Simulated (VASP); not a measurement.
# Ba₁₂H: drag along a line

Ba₁₂H, slab, 13 atoms in the cell. PBE, constrained relaxations along a path; PAW potentials Ba_sv, H (PBE set).

Path: drag along a line, H hops from a hollow site to the next hollow site of Ba(100).

## Input

INCAR:
```
PREC = Normal
ENCUT = 250
EDIFF = 1E-6
ISMEAR = 1
SIGMA = 0.1
LREAL = F
LASPH = T
NELM = 100
ALGO = Normal
LWAVE = F
LCHARG = F
IBRION = 2
NSW = 60
ISIF = 2
EDIFFG = -0.03
POTIM = 0.5
KPAR = 2
```

KPOINTS:
```
k-points
0
Gamma
  2 2 1
```

POSCAR.step1:
```
Ba12H
1.0
    9.1433573791      0.0000000000      0.0000000000
    0.0000000000      9.1433573791      0.0000000000
    0.0000000000      0.0000000000     21.6353300056
Ba H
12 1
Selective dynamics
Direct
    0.0000000000      0.0000000000      0.2773241729  F F F
    0.5000000000      0.0000000000      0.2773241729  F F F
    0.0000000000      0.5000000000      0.2773241729  F F F
    0.5000000000      0.5000000000      0.2773241729  F F F
    0.2500000000      0.2500000000      0.4267401976  T T T
    0.7500000000      0.2500000000      0.4267401976  T T T
    0.2500000000      0.7500000000      0.4267401976  T T T
    0.7500000000      0.7500000000      0.4267401976  T T T
    0.0000000000      0.0000000000      0.5761562224  T T T
    0.5000000000      0.0000000000      0.5761562224  T T T
    0.0000000000      0.5000000000      0.5761562224  T T T
    0.5000000000      0.5000000000      0.5761562224  T T T
    0.2500000000      0.2500000000      0.5992665701  F T T
```

POSCAR.step2:
```
Ba12H
1.0
    9.1433573791      0.0000000000      0.0000000000
    0.0000000000      9.1433573791      0.0000000000
    0.0000000000      0.0000000000     21.6353300056
Ba H
12 1
Selective dynamics
Direct
    0.0000000000      0.0000000000      0.2773241729  F F F
    0.5000000000      0.0000000000      0.2773241729  F F F
    0.0000000000      0.5000000000      0.2773241729  F F F
    0.5000000000      0.5000000000      0.2773241729  F F F
    0.2500000000      0.2500000000      0.4267401976  T T T
    0.7500000000      0.2500000000      0.4267401976  T T T
    0.2500000000      0.7500000000      0.4267401976  T T T
    0.7500000000      0.7500000000      0.4267401976  T T T
    0.0000000000      0.0000000000      0.5761562224  T T T
    0.5000000000      0.0000000000      0.5761562224  T T T
    0.0000000000      0.5000000000      0.5761562224  T T T
    0.5000000000      0.5000000000      0.5761562224  T T T
    0.1500000000      0.2500000000      0.5992665701  F T T
```

POSCAR.step3:
```
Ba12H
1.0
    9.1433573791      0.0000000000      0.0000000000
    0.0000000000      9.1433573791      0.0000000000
    0.0000000000      0.0000000000     21.6353300056
Ba H
12 1
Selective dynamics
Direct
    0.0000000000      0.0000000000      0.2773241729  F F F
    0.5000000000      0.0000000000      0.2773241729  F F F
    0.0000000000      0.5000000000      0.2773241729  F F F
    0.5000000000      0.5000000000      0.2773241729  F F F
    0.2500000000      0.2500000000      0.4267401976  T T T
    0.7500000000      0.2500000000      0.4267401976  T T T
    0.2500000000      0.7500000000      0.4267401976  T T T
    0.7500000000      0.7500000000      0.4267401976  T T T
    0.0000000000      0.0000000000      0.5761562224  T T T
    0.5000000000      0.0000000000      0.5761562224  T T T
    0.0000000000      0.5000000000      0.5761562224  T T T
    0.5000000000      0.5000000000      0.5761562224  T T T
    0.0750000000      0.2500000000      0.5992665701  F T T
```

POSCAR.step4:
```
Ba12H
1.0
    9.1433573791      0.0000000000      0.0000000000
    0.0000000000      9.1433573791      0.0000000000
    0.0000000000      0.0000000000     21.6353300056
Ba H
12 1
Selective dynamics
Direct
    0.0000000000      0.0000000000      0.2773241729  F F F
    0.5000000000      0.0000000000      0.2773241729  F F F
    0.0000000000      0.5000000000      0.2773241729  F F F
    0.5000000000      0.5000000000      0.2773241729  F F F
    0.2500000000      0.2500000000      0.4267401976  T T T
    0.7500000000      0.2500000000      0.4267401976  T T T
    0.2500000000      0.7500000000      0.4267401976  T T T
    0.7500000000      0.7500000000      0.4267401976  T T T
    0.0000000000      0.0000000000      0.5761562224  T T T
    0.5000000000      0.0000000000      0.5761562224  T T T
    0.0000000000      0.5000000000      0.5761562224  T T T
    0.5000000000      0.5000000000      0.5761562224  T T T
    0.0000000000      0.2500000000      0.5992665701  F T T
```

POSCAR.step5:
```
Ba12H
1.0
    9.1433573791      0.0000000000      0.0000000000
    0.0000000000      9.1433573791      0.0000000000
    0.0000000000      0.0000000000     21.6353300056
Ba H
12 1
Selective dynamics
Direct
    0.0000000000      0.0000000000      0.2773241729  F F F
    0.5000000000      0.0000000000      0.2773241729  F F F
    0.0000000000      0.5000000000      0.2773241729  F F F
    0.5000000000      0.5000000000      0.2773241729  F F F
    0.2500000000      0.2500000000      0.4267401976  T T T
    0.7500000000      0.2500000000      0.4267401976  T T T
    0.2500000000      0.7500000000      0.4267401976  T T T
    0.7500000000      0.7500000000      0.4267401976  T T T
    0.0000000000      0.0000000000      0.5761562224  T T T
    0.5000000000      0.0000000000      0.5761562224  T T T
    0.0000000000      0.5000000000      0.5761562224  T T T
    0.5000000000      0.5000000000      0.5761562224  T T T
   -0.0750000000      0.2500000000      0.5992665701  F T T
```

POSCAR.step6:
```
Ba12H
1.0
    9.1433573791      0.0000000000      0.0000000000
    0.0000000000      9.1433573791      0.0000000000
    0.0000000000      0.0000000000     21.6353300056
Ba H
12 1
Selective dynamics
Direct
    0.0000000000      0.0000000000      0.2773241729  F F F
    0.5000000000      0.0000000000      0.2773241729  F F F
    0.0000000000      0.5000000000      0.2773241729  F F F
    0.5000000000      0.5000000000      0.2773241729  F F F
    0.2500000000      0.2500000000      0.4267401976  T T T
    0.7500000000      0.2500000000      0.4267401976  T T T
    0.2500000000      0.7500000000      0.4267401976  T T T
    0.7500000000      0.7500000000      0.4267401976  T T T
    0.0000000000      0.0000000000      0.5761562224  T T T
    0.5000000000      0.0000000000      0.5761562224  T T T
    0.0000000000      0.5000000000      0.5761562224  T T T
    0.5000000000      0.5000000000      0.5761562224  T T T
   -0.1500000000      0.2500000000      0.5992665701  F T T
```

POSCAR.step7:
```
Ba12H
1.0
    9.1433573791      0.0000000000      0.0000000000
    0.0000000000      9.1433573791      0.0000000000
    0.0000000000      0.0000000000     21.6353300056
Ba H
12 1
Selective dynamics
Direct
    0.0000000000      0.0000000000      0.2773241729  F F F
    0.5000000000      0.0000000000      0.2773241729  F F F
    0.0000000000      0.5000000000      0.2773241729  F F F
    0.5000000000      0.5000000000      0.2773241729  F F F
    0.2500000000      0.2500000000      0.4267401976  T T T
    0.7500000000      0.2500000000      0.4267401976  T T T
    0.2500000000      0.7500000000      0.4267401976  T T T
    0.7500000000      0.7500000000      0.4267401976  T T T
    0.0000000000      0.0000000000      0.5761562224  T T T
    0.5000000000      0.0000000000      0.5761562224  T T T
    0.0000000000      0.5000000000      0.5761562224  T T T
    0.5000000000      0.5000000000      0.5761562224  T T T
   -0.2500000000      0.2500000000      0.5992665701  F T T
```

Commands (each step's output is kept before the next begins):
```
cat potpaw_PBE.64/Ba_sv/POTCAR potpaw_PBE.64/H/POTCAR > POTCAR
cp POSCAR.step1 POSCAR
mpirun -np 8 vasp_std > vasp.out
cp POSCAR.step2 POSCAR
mpirun -np 8 vasp_std > vasp.out
cp POSCAR.step3 POSCAR
mpirun -np 8 vasp_std > vasp.out
cp POSCAR.step4 POSCAR
mpirun -np 8 vasp_std > vasp.out
cp POSCAR.step5 POSCAR
mpirun -np 8 vasp_std > vasp.out
cp POSCAR.step6 POSCAR
mpirun -np 8 vasp_std > vasp.out
cp POSCAR.step7 POSCAR
mpirun -np 8 vasp_std > vasp.out
```

## Result

- Barrier (eV): 0.205
- Ionic steps, all stages: 137
- Electronic steps, all stages: 1775

Energy along the pull:

| Share of the way | Energy above the start (eV) |
|---|---|
| 0 | 0.000 |
| 0.2 | 0.064 |
| 0.35 | 0.194 |
| 0.5 | 0.176 |
| 0.65 | 0.194 |
| 0.8 | 0.064 |
| 1 | 0.000 |

The slab is face-centred cubic Ba(100), which isn't the element's stable structure, in-plane cell 9.14 × 9.14 Å, with 2 × 2 k points.

Limits: the adatom repeats in each 2 x 2 surface cell, and the slab has three layers.

VASP 6.6.1 took 2796 s on 8 cores (AMD EPYC 7R13 (Zen 3)), a shared host.
